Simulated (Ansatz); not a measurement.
The elements of this relaxed crystal are hidden behind letters.

```
lattice vectors (Å)
   4.8831    0.0000    0.0000
   0.0000    3.7113    0.0000
   0.0000    0.0000    7.0406
fractional positions
X 0.9637 0.7500 0.2175
X 0.0363 0.2500 0.7825
X 0.5363 0.2500 0.7175
X 0.4637 0.7500 0.2825
X 0.8266 0.7500 0.5647
X 0.1734 0.2500 0.4353
X 0.6734 0.2500 0.0647
X 0.3266 0.7500 0.9353
Z 0.2973 0.7500 0.6057
Z 0.7027 0.2500 0.3943
Z 0.2027 0.2500 0.1057
Z 0.7973 0.7500 0.8943
```

Level of theory: Ansatz 0.2.0, DFT PBE, scalar-relativistic, plane waves, PAW. Settings of the last relaxation (12-atom cell): 420 eV, 8×10×6 k points, Gaussian smearing of 0.10 eV, collinear spin.

| Property | Result |
| --- | --- |
| Space group | Pnma (No. 62) |
| Conventional cell | a = 4.883 Å, b = 3.711 Å, c = 7.041 Å |
| Volume per atom | 10.63 Å³ |
| Density | 7.60 g/cm³ |
| Energy over the elements | −0.44 eV/atom |
| Gap on the 8×10×6 mesh of the 12-atom cell | 0 eV (a metal) |
| Net moment per atom | 0.20 μB |

Energies are uncorrected and count from the elements' standard states at the same level.

**Question.** X is a d-block element of period 4 and Z is a p-block element of period 3. Which elements are they?

**Answer.** X = Co, Z = Si, so the formula is Co2Si. Density times volume gives a mean mass of 7.60 × 10.63/1.6605 = 48.7 u per atom, and this set has 48.7 u. Co on its first site is surrounded by 3 Si at 2.33–2.42 Å, 8 Co at 2.48–2.66 Å and 2 Si at 2.57 Å; Co on its second site is surrounded by 4 Si at 2.29–2.33 Å, 8 Co at 2.53–2.67 Å and 1 Si at 2.60 Å; Si is surrounded by 7 Co at 2.29–2.42 Å and 3 Co at 2.57–2.60 Å. Other sets within the hints have nearly the same mass, so mass alone doesn't settle it; this one was computed.

The magnetic state reached may not be the lowest. A structure relaxed within its symmetry needn't be a true minimum.
